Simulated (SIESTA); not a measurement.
Crystal: GaP.

```xyz
2
Lattice="0.0000 2.7252 2.7252 2.7252 0.0000 2.7252 2.7252 2.7252 0.0000" Properties=species:S:1:pos:R:3 pbc="T T T"
Ga    0.0000    0.0000    0.0000
P     4.0879    4.0879    4.0879
```

Base run:

* Program: SIESTA 5.4.2
* Functional: PBE
* Potentials or basis: PseudoDojo 0.4 standard (PBE files)
* Basis: TZP (energy shift 0.002 Ry; radii capped at 9.5 bohr)
* Grid cutoff: 800 Ry
* Energy shift: 0.002 Ry
* k mesh: 8 × 8 × 8
* Occupations: fermi-dirac, width 0.05 eV
* Spin: no spin polarisation

Its results: band gap on the k mesh 1.64 eV, indirect (least direct gap 1.86 eV); pressure 3.2 GPa.

Q: After a change of settings the same cell gave: band gap on the k mesh 1.92 eV, direct; pressure 6.1 GPa. Which change was it?
A. basis from TZP (energy shift 0.002 Ry; radii capped at 9.5 bohr) to TZP (energy shift 0.01 Ry); energy shift from 0.002 Ry to 0.01 Ry
B. functional from PBE to vdW-DF-cx; basis from TZP (energy shift 0.002 Ry; radii capped at 9.5 bohr) to DZP (energy shift 0.002 Ry; radii capped at 9.5 bohr)
C. functional from PBE to OLYP; basis from TZP (energy shift 0.002 Ry; radii capped at 9.5 bohr) to DZP (energy shift 0.002 Ry; radii capped at 9.5 bohr)
D. basis from TZP (energy shift 0.002 Ry; radii capped at 9.5 bohr) to DZ (energy shift 0.002 Ry; radii capped at 9.5 bohr)

A: D.

Caveats: semicore shells carry a single zeta, which can move pressures by several GPa and volumes by a few percent; the basis of atomic orbitals isn't converged, which shifts pressures, moduli and gaps; the basis has no polarisation orbitals (some runs).

Not every run made on this cell is shown here.
